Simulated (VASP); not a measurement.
Set up this calculation in VASP 6.6.1, as the native input.

```yaml
Task: single point
Functional: PBEsol
Potentials_or_basis: VASP PAW PBE potentials, release 64 (Si)
Cutoff: 520 eV
k_mesh: 2 × 2 × 2
Occupations: fermi-dirac, width 0.02 eV
Spin: no spin polarisation
Dipole_correction: no
Further_INCAR_settings: LREAL = Auto; ALGO = Fast; EDIFF = 1e-07; NBANDS = 48
```

The structure of Si (a cell with a defect) lies in POSCAR:

```
Si
1.0
    0.0000000000      5.4300000000      5.4300000000
    5.4300000000      0.0000000000      5.4300000000
    5.4300000000      5.4300000000      0.0000000000
Si
17
Direct
   -0.0006071823     -0.0007924494     -0.0090539595
    0.1368847145      0.1376187845      0.0883441989
    0.0120752302      0.0129356354      0.4626719153
    0.1184667587      0.1189085635      0.6190260589
   -0.0005861878      0.5109127072     -0.0094027624
    0.1132210866      0.6275269797      0.1318065378
   -0.0230634438      0.5068369245      0.5097787293
    0.1185732965      0.6441591160      0.6187112339
    0.5101538674     -0.0003783610     -0.0092496317
    0.6276040516      0.1134395948      0.1311535912
    0.5063395948     -0.0227605893      0.5092615101
    0.6432489871      0.1191460405      0.6189132597
    0.4846918048      0.4848695212      0.0460157459
    0.6277489871      0.6280222836      0.1311817680
    0.5064792818      0.5077056169      0.5092069061
    0.6091535912      0.6093832413      0.6726574586
    0.3514336096      0.3512291897      0.4466698895
```

The cell was built by a generator and needn't be a form met in nature.

The input as run:

INCAR

```
SYSTEM = Si
ALGO = Fast
EDIFF = 1E-7
ENCUT = 520
GGA = PS
ISIF = 2
ISMEAR = -1
LASPH = .TRUE.
LCHARG = .TRUE.
LELF = .TRUE.
LREAL = Auto
LVHAR = .TRUE.
LWAVE = .FALSE.
NBANDS = 48
NELM = 100
PREC = Accurate
SIGMA = 0.02
```

KPOINTS

```
k-points
0
G
  2 2 2
  0 0 0
```

Potentials or basis: VASP PAW PBE potentials, release 64 (Si).

Command:

```bash
$ cat potpaw_PBE.64/Si/POTCAR > POTCAR
$ mpirun -np 1 vasp_std > vasp.out
```

Results of the run:

```json
{
 "Pressure": "3.0 GPa",
 "Largest force": "0.469 eV/Å",
 "Band gap on the k mesh": "none (metal or under the smearing width)"
}
```

Caveat: the k mesh is coarse (spacing up to 0.50 Å⁻¹), so the values aren't converged; the PAW data sets were made with another functional, which shifts forces and pressure a little.

Wall time 5.9 min on 1 thread of Intel(R) Xeon(R) Platinum 8259CL CPU @ 2.50GHz (Skylake/Cascade Lake) (shared host), peak memory 0.47 GiB.
